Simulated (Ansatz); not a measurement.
Y: pressure against volume

Y, Fm-3m, a = 4.977 Å. This isn't the element's structure at ambient conditions. Ansatz: PBEsol, PAW, 420 eV, Γ-centred 14×14×14 mesh on 1 atom, Gaussian smearing 0.10 eV; no spin polarisation. Symmetry fixes shape and atoms, so the cell is only scaled; pressure is positive in compression.

```
V (Å³/atom) P (GPa)
     27.121     6.54
     28.046        ?
     28.971     2.85
     29.895     1.34
     30.820     0.01
     31.744    -1.17
     32.669    -2.21
     33.902    -3.41
```

Problem. Take V0 = 30.820 Å³/atom, count pressures from its P0 = 0.01 GPa, fit the third-order Birch–Murnaghan form to the other rows, and predict the missing pressure.

Solution. With the Eulerian strain f = ½[(V0/V)^(2/3) − 1] and y = (P − P0)/[3f(1 + 2f)^(5/2)], the form is the line y = B0 + 1.5 B0 (B0′ − 4) f. Rows (f, y): 0.04449, 39.5; 0.02105, 40.6; 0.01026, 41.1; -0.00975, 42.4; -0.01905, 42.8; -0.03078, 43.4. Means f = 0.002703, y = 41.633; Σ(Δf)² = 0.003889, ΣΔfΔy = -0.2062; the slope is their ratio. y = 41.78 − 53.02 f GPa, so B0 = 41.8 GPa and B0′ = 4 + 2 × (-53.02)/(3 × 41.78) = 3.15. At V = 28.046, f = 0.03245, y = 40.06 and P = 4.57 GPa. The run gave 4.58 GPa, so the fit is 0.01 GPa too low, within twice the rms miss on the fitted rows (0.008 GPa).